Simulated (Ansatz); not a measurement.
# InP (F-43m): phonons

Level of theory: LDA, PAW on Ansatz 0.2.0's default frozen-core files (fitted under PBE), scalar-relativistic.

The cell comes from a PAW relaxation under the same functional.

Command line:

```sh
ansatz run input.yaml --threads 2 --pin off --max-ram 5120MiB --backend cpu --events-out ev --progress --plain --runs-dir out
```

Input file:

```yaml
crystal:
  lattice:
    - [0.0, 2.91365939184, 2.91365939184]
    - [2.91365939184, 0.0, 2.91365939184]
    - [2.91365939184, 2.91365939184, 0.0]
  atoms:
    - { symbol: In, position: [0.0, 0.0, 0.0] }
    - { symbol: P, position: [0.75, 0.75, 0.75] }
kpoints:
  mp_grid: { grid: [8, 8, 8] }
scf:
  occupations: { method: fixed }
hamiltonian:
  xc: lda
  pseudopotentials: { kind: paw }
phonons:
  qmesh: [2, 2, 2]
  qpath:
    path:
      - [0.0, 0.0, 0.0]
      - [-0.5, -0.5, 0.0]
      - [-0.375, -0.375, 0.25]
      - [-0.375, 0.0, 0.375]
      - [0.0, 0.0, 0.0]
      - [0.0, 0.0, 0.5]
      - [-0.5, -0.25, 0.25]
      - [-0.5, -0.5, 0.0]
    npoints: 6
  temperatures: { t_min: 0, t_max: 1000, t_step: 100 }
```

Output (shortened where marked):

```
Warning: phonons: the dynamical matrix that this run interpolates holds no multipole term above the dipole-dipole one, and a site of this crystal is no centre of inversion, so its interpolated transverse optical and acoustic branches and sound speeds can stay off near Gamma, and the density of states and the thermodynamics with them. What a run solves at a wave vector of phonons.qpoints, Gamma apart, where the deck ...
Warning: RAYON_NUM_THREADS=2 ignored (pool sized by the plan → 2); use --threads N
Engine: ansatz 0.2.0, aarch64-unknown-linux-gnu
Pseudopotentials: kind: paw
Pseudopotential: In, paw, valence charge 13, recommended cutoff 420 eV (normal), In.paw.azcp
Pseudopotential: P, paw, valence charge 5, recommended cutoff 420 eV (normal), P.paw.azcp
Functional definition: SPW92
  exchange = slater_x
  correlation = pw_c
Crystal: 4 atoms, lattice volume = 98.941 Å³
Basis set: ecut = 420 eV, 1923 PW (Γ), FFT grids on a1, a2, −a1+a2+a3
Bands: 22, of which v1, the nominal top of the filled ones, is band 18 counted from 1 (17 counted from 0)
Symmetry: 16 space group operations
k-points: 39 of 256 (time reversal used)
Non-local potential: In, projectors of the file, l = 0: 2, l = 1: 2, l = 2: 2, l = 3: 2
Non-local potential: P, projectors of the file, l = 0: 2, l = 1: 2, l = 2: 2
PAW form: soft (Blöchl's): semilocal exchange-correlation on the pseudo side does not see the compensation charge
PAW frozen core: In, regenerated for the run's functional, and the local potential with it (the file was generated under x = pbe(κ = 0.804, μ = 0.2195149727645171), c = pbe(β = 0.06672455060314922))
PAW frozen core: P, regenerated for the run's functional, and the local potential with it (the file was generated under x = pbe(κ = 0.804, μ = 0.2195149727645171), c = pbe(β = 0.06672455060314922))
PAW one-centre angular grid: In, 590 points (default); XC on 64 Gauss nodes
PAW one-centre angular grid: P, 110 points (default); XC on 64 Gauss nodes
[... 135 lines left out ...]
  Born effective charges Z* (e; rows j = field, columns β = displacement):
    site 0:
         2.46352    0.00000   -0.00000
        -0.00000    2.46352    0.00000
         0.00000    0.00000    2.46352
    site 1:
        -2.46352   -0.00000    0.00000
         0.00000   -2.46352   -0.00000
        -0.00000   -0.00000   -2.46352
  Z* charge neutrality: 7.434e-4 e pre-enforcement
  solved inside a basis spanned on the 8×8×8 k-mesh, on 10×10×10 k-points transformed towards the longest dipole: ε∞ is read to err by 3.7e-2, Z* by 1.4e-2 e; Z* is corrected for what the basis lacks
  optical modes at Γ without the LO–TO term, one row a degenerate level:
      ω (cm⁻¹)  modes    IR ((D/Å)²/amu)
        303.70      3            17.2197
  optical modes at Γ + LO–TO along q̂ = [1.0000, 0.0000, 0.0000]:
      ω (cm⁻¹)  modes    IR ((D/Å)²/amu)
        303.70      2            11.4798
        336.89      1             5.7399
  optical modes at Γ + LO–TO along q̂ = [0.0000, 1.0000, 0.0000]:
      ω (cm⁻¹)  modes    IR ((D/Å)²/amu)
        303.70      2            11.4798
        336.89      1             5.7399
  optical modes at Γ + LO–TO along q̂ = [0.0000, 0.0000, 1.0000]:
      ω (cm⁻¹)  modes    IR ((D/Å)²/amu)
        303.70      2            11.4798
        336.89      1             5.7399
--- Phonons (by wavevector): 3 wavevectors in 2 supercells ---
  supercell 1 (2 cells, vectors [1, 0, 0], [0, 1, -1], [0, 0, 2] in multiples of the cell's): 2 displaced members by 0.0025 Å; free energy -12367.101160 eV; taken off its force constants: by the sum rule 1.3e-4, by the ...
  symmetry images taken by strict's conditions (phonons.symmetry_images: auto; settled by no image being taken that strict refuses)
  supercell 2 (2 cells, vectors [1, 0, 0], [0, 1, 0], [0, 0, 2] in multiples of the cell's): 4 displaced members by 0.0025 Å; free energy -12367.101161 eV; taken off its force constants: by the sum rule 4.9e-5, by the ...
  symmetry images taken by strict's conditions (phonons.symmetry_images: auto; settled by no image being taken that strict refuses); asymmetry of the core-correction force 1.3e-7 eV/Å at the most on a site, 2.6e-7 eV/Å summed ...
  q = [0.0000, 0.0000, 0.0000] (star 1, supercell 1; hermiticity 4.10e-17, symmetrization 2.45e-6): 0.00 0.00 0.00 303.70 303.70 303.70
  q = [0.0000, 0.0000, -0.5000] (star 4, supercell 2; hermiticity 1.68e-16, symmetrization 5.77e-16): 52.46 52.46 164.43 310.72 310.72 331.37
  q = [0.0000, -0.5000, -0.5000] (star 3, supercell 1; hermiticity 9.35e-17, symmetrization 3.28e-16): 65.59 65.59 178.13 319.97 319.97 324.69
  joined force constants: q→R imaginary residual 4.91e-17
  density of states and harmonic sums: on the 18×18×18 q-mesh, interpolated from the force constants of a 2×2×2 supercell (with the dipole–dipole term)
  largest difference from the sums on the solved wave vectors: F 6.52e-2 eV, S 9.75e-5 and C_V 3.22e-5 eV/K
```

The run converged.

### Harmonic thermodynamics

Harmonic phonons of a crystal by Kohn-Sham DFT at the given cell, standard atomic masses, acoustic sum rule imposed; negative wavenumbers are unstable modes; sums over wave vectors interpolated from the q mesh.

- Zero point energy: 38.3 meV/atom

| temperature (K) | phonon heat capacity (k_B/atom) | phonon entropy (k_B/atom) | phonon free energy (meV/atom) |
| --- | --- | --- | --- |
| 100 | 1.6 | 1.435 | 33.01 |
| 200 | 2.42 | 2.843 | 14.29 |
| 300 | 2.709 | 3.889 | -14.94 |
| 400 | 2.829 | 4.687 | -52.02 |
| 500 | 2.888 | 5.325 | -95.26 |
| 600 | 2.921 | 5.855 | -143.5 |
| 700 | 2.942 | 6.307 | -195.9 |
| 800 | 2.955 | 6.701 | -252 |
| 900 | 2.964 | 7.049 | -311.3 |
| 1000 | 2.971 | 7.362 | -373.4 |

### Phonons on the q mesh

One row a degenerate set, branches counted upwards.

```
Unstable phonons : no
```

| point | q a (r.l.u.) | q b (r.l.u.) | q c (r.l.u.) | branch | phonon wavenumber (cm⁻¹) | degeneracy |
| --- | --- | --- | --- | --- | --- | --- |
| Gamma | 0 | 0 | 0 | 4 | 303.7 | 3 |
| L | 0.5 | 0 | 0 | 1 | 52.5 | 2 |
| L | 0.5 | 0 | 0 | 3 | 164.4 | 1 |
| L | 0.5 | 0 | 0 | 4 | 310.7 | 2 |
| L | 0.5 | 0 | 0 | 6 | 331.4 | 1 |
| X | 0.5 | 0.5 | 0 | 1 | 65.6 | 2 |
| X | 0.5 | 0.5 | 0 | 3 | 178.1 | 1 |
| X | 0.5 | 0.5 | 0 | 4 | 320 | 2 |
| X | 0.5 | 0.5 | 0 | 6 | 324.7 | 1 |

Zone-centre phonons:

Optical zone-centre levels upwards with Mulliken labels, activity, and the element with most of the kinetic energy.

```json
{"Point group": "-43m"}
```

```
number  phonon wavenumber (cm⁻¹)  label  infrared  raman  lead element
     1                     303.7     T2       yes    yes             P
```

Keep in mind: frozen-core PAW files fitted under PBE, their cores solved anew for the functional of the run; coarse q mesh; no LO-TO term at the zone centre.

Time and hardware: 84 s on 2 threads of Arm Neoverse V1, with other jobs on the host, peak memory 0.61 GiB.
